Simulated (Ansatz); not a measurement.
**W: the order of phases, with spin-orbit coupling**

Which of fcc, bcc, hcp is lowest for W, with spin-orbit coupling? The runs shown use PAW and LAPW.

Program: Ansatz 0.2.0. Level of theory: DFT PBE, with the methods named in each step. These are calculated values, not measurements.

1 further run of the same task is left out (it didn't finish).

### 1 Starting point

It takes space group Fm-3m (No. 225, cubic). Conventional cell: a = 4.012 Å, b = 4.012 Å, c = 4.012 Å, α = 90.00°, β = 90.00°, γ = 90.00°. W (site symmetry m-3m) is surrounded by 12 W at 2.84 Å.

Coordinates:

```xyz
1
Lattice="0.0000 2.0060 2.0060 2.0060 0.0000 2.0060 2.0060 2.0060 0.0000" Properties=species:S:1:pos:R:3 pbc="T T T"
W     0.0000    0.0000    0.0000
```

### 2 Fcc relaxed, PAW

input.yaml

```yaml
crystal:
  lattice:
    - [0.0, 2.0060235071, 2.0060235071]
    - [2.0060235071, 0.0, 2.0060235071]
    - [2.0060235071, 2.0060235071, 0.0]
  atoms:
    - { symbol: W, position: [0.0, 0.0, 0.0] }
kpoints:
  mp_grid: { grid: [18, 18, 18] }
scf:
  occupations: { method: fermi_dirac, width: 0.05 }
hamiltonian:
  xc: pbe
  pseudopotentials: { kind: paw_fr }
output:
  forces: true
  stress: true
  write_density: true
  write_potential: true
  elf: true
  volumetric_format: npy
relax:
  f_tol: 0.005
  max_steps: 40
  cell: {}
magnetization:
  noncollinear: true
  spin_orbit: true
```

Run with:

```bash
> ansatz run input.yaml --threads 2 --pin off --max-ram 6144MiB --backend cpu --events-out ev --progress --plain --runs-dir out
```

The runs that follow: Fcc relaxed, LAPW; Bcc relaxed, PAW; Bcc relaxed, LAPW; Hcp relaxed, PAW.

Q: Predict the outcome of this session. Wanted: lowest (for each run or level that gives them).

**Answer**, as computed:

| quantity | value |
| --- | --- |
| lowest (LAPW) | bcc, 440.7 meV/atom under fcc |
| lowest (PAW) | bcc, 440.9 meV/atom under fcc |

In words: By LAPW the order is bcc < fcc. By PAW the order is bcc < fcc < hcp. Only these structures were tried, with electrons smeared by 0.05 eV and without vibrations, so the true ground state may be another. The k meshes differ between phases and weren't tested, which can move differences by some meV.
